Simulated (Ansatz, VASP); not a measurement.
# CoSi2: VASP beside Ansatz

File INCAR:

```
SYSTEM = CoSi2
PREC = Accurate
ENCUT = 600
EDIFF = 1E-6
ISMEAR = 0
SIGMA = 0.1
LREAL = .False.
LASPH = .True.
NELM = 100
ALGO = Normal
ISIF = 3
LWAVE = .False.
LCHARG = .False.
GGA = PS
IBRION = 2
NSW = 70
EDIFFG = -0.005
```

KPOINTS

```
Automatic mesh
0
Gamma
  14 14 14
  0 0 0
```

The input POSCAR:

```
CoSi2
1.0
    0.0000000000      2.6799218064      2.6799218064
    2.6799218064      0.0000000000      2.6799218064
    2.6799218064      2.6799218064      0.0000000000
Co Si
1 2
Direct
    0.0000000000      0.0000000000      0.0000000000
    0.2500000000      0.2500000000      0.2500000000
    0.7500000000      0.7500000000      0.7500000000
```

Input for Ansatz:

```yaml
crystal:
  lattice:
    - [0.0, 2.6799218064, 2.6799218064]
    - [2.6799218064, 0.0, 2.6799218064]
    - [2.6799218064, 2.6799218064, 0.0]
  atoms:
    - { symbol: Co, position: [0.0, 0.0, 0.0] }
    - { symbol: Si, position: [0.25, 0.25, 0.25] }
    - { symbol: Si, position: [0.75, 0.75, 0.75] }
basis:
  ecutwfc: 420
kpoints:
  mp_grid: { grid: [14, 14, 14] }
hamiltonian:
  xc: pbesol
scf:
  occupations: { method: gaussian, width: 0.1 }
output:
  forces: true
  stress: true
  eigenvalues: true
relax:
  adjacent_minimum: "off"
  f_tol: 0.005
  max_steps: 50
  cell: { stress_tol: 0.05 }
```

Alike in both runs: task relaxation of cell and atoms; functional PBEsol; k mesh 14 × 14 × 14; occupations gaussian, width 0.1 eV; no spin polarisation.

```csv
,VASP,Ansatz
version,VASP 6.6.1,Ansatz 0.2.0
potentials or method,"VASP PAW PBE potentials, release 64 (Co, Si)","scalar-relativistic, plane waves, PAW"
plane-wave cutoff (eV),600,420
valence electrons in the cell,17,25
```

```csv
,VASP,Ansatz,Ansatz less VASP
"gap on the k mesh at the Fermi level, each at its own relaxed structure (eV)",none,none,-
relaxed volume (Å³/atom),12.49,12.49,+0.001
relaxed cell length with the largest relative difference (Å),3.756,3.756,+0.0001
energy change over the relaxation (meV/atom),-5,-5,-0.2
```

A gap of «none» marks a metal or a gap that the smearing closes. The two sets of potentials don't hold the same shells in valence.

Caveats: the PAW data sets were made with another functional, which shifts forces and pressure a little (VASP). Spin polarisation is off, so any magnetic state and its effect on volume and gap are missing.
